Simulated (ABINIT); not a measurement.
C in ABINIT: convergence with k mesh

Slab: C, a slab with vacuum.

```
CELL_PARAMETERS angstrom
2.45617 0.00000 0.00000
-1.22809 2.12711 0.00000
0.00000 0.00000 8.52380
ATOMIC_POSITIONS crystal
C 0.66667 0.33333 0.00000
C 0.33333 0.66667 0.00000
```

| Item | Value |
| --- | --- |
| Program | ABINIT 10.8.3 (patched build) |
| Task | single point |
| Functional | PBE |
| Potentials or basis | JTH PAW PBE v2.0 |
| Cutoff | 517 eV |
| k mesh | 2 × 2 × 1 |
| Occupations | gaussian, width 0.1 eV |
| Spin | no spin polarisation |

These are the settings of the first run; the series varies k mesh, with any setting tied to it.

Hardware: 1 thread of Arm Neoverse V2, on a shared host.

Q: The values tried are 2 × 2 × 1, 4 × 4 × 1, 5 × 5 × 1, 7 × 7 × 2, 9 × 9 × 2, 11 × 11 × 3, 13 × 13 × 3, 15 × 15 × 4, 18 × 18 × 4, loosest first. From which on does the energy stay within 1 meV/atom of the tightest run that finished?

A: From 15 × 15 × 4 on.

| k mesh | energy less the tightest run, at zero smearing (meV/atom) | gap on the mesh (eV) | SCF cycles | CPU time (s) | peak memory (GiB) |
| --- | --- | --- | --- | --- | --- |
| 2 × 2 × 1 | 1066.86 | 4.055 | 13 | 3.4 | 0.08 |
| 4 × 4 × 1 | -16.79 | 4.062 | 13 | 3.8 | 0.08 |
| 5 × 5 × 1 | 11.88 | 2.822 | 14 | 4.3 | 0.08 |
| 7 × 7 × 2 | -7.36 | 3.030 | 13 | 6 | 0.08 |
| 9 × 9 × 2 | 7.06 | 0.000 | 13 | 7.5 | 0.09 |
| 11 × 11 × 3 | -1.16 | 1.519 | 13 | 9.1 | 0.09 |
| 13 × 13 × 3 | -1.92 | 1.552 | 12 | 10 | 0.09 |
| 15 × 15 × 4 | 0.74 | 0.000 | 13 | 18 | 0.1 |
| 18 × 18 × 4 | 0.00 | 0.000 | 13 | 23 | 0.11 |

Against the tightest run, the gap on the mesh stays within 0.01 eV from 15 × 15 × 4 on. Meshes of other sizes hit other points, so gaps and Fermi surfaces needn't settle smoothly. The tightest run that finished is the yardstick and may itself not be fully converged.

Caveat, for the tightest run too: the atomic spheres overlap.
